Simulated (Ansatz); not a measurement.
Zn in Ansatz: the effect of functional

Crystal: Zn.

```
Zn
1.0
     2.63391    0.00000    0.00000
    -1.31696    2.28104    0.00000
     0.00000    0.00000    4.89888
Zn
2
Direct
  0.66667 0.33333 0.75000
  0.33333 0.66667 0.25000
```

The cell isn't the ideal one: volume scaled by 0.96.

Alike in all runs:

- Program: Ansatz 0.2.0
- Task: single point
- Potentials or basis: Ansatz PAW
- k mesh: 11 × 11 × 6
- Occupations: fermi-dirac, width 0.05 eV
- Spin: no spin polarisation

| functional | cutoff | pressure (GPa) |
| --- | --- | --- |
| LDA | 420 eV (not typed: the program's choice for these potentials) | ? |
| r2SCAN | 500 eV (not typed: the program's choice for these potentials) | -1.7 |
| PBE | 420 eV (not typed: the program's choice for these potentials) | 2.5 |

Question: What does the run with functional LDA give?

Answer: Pressure -6.6 GPa.

Caveats: the PAW data sets come from PBE, with cores solved anew for the run's functional, which leaves a small shift of forces and pressure (some runs).
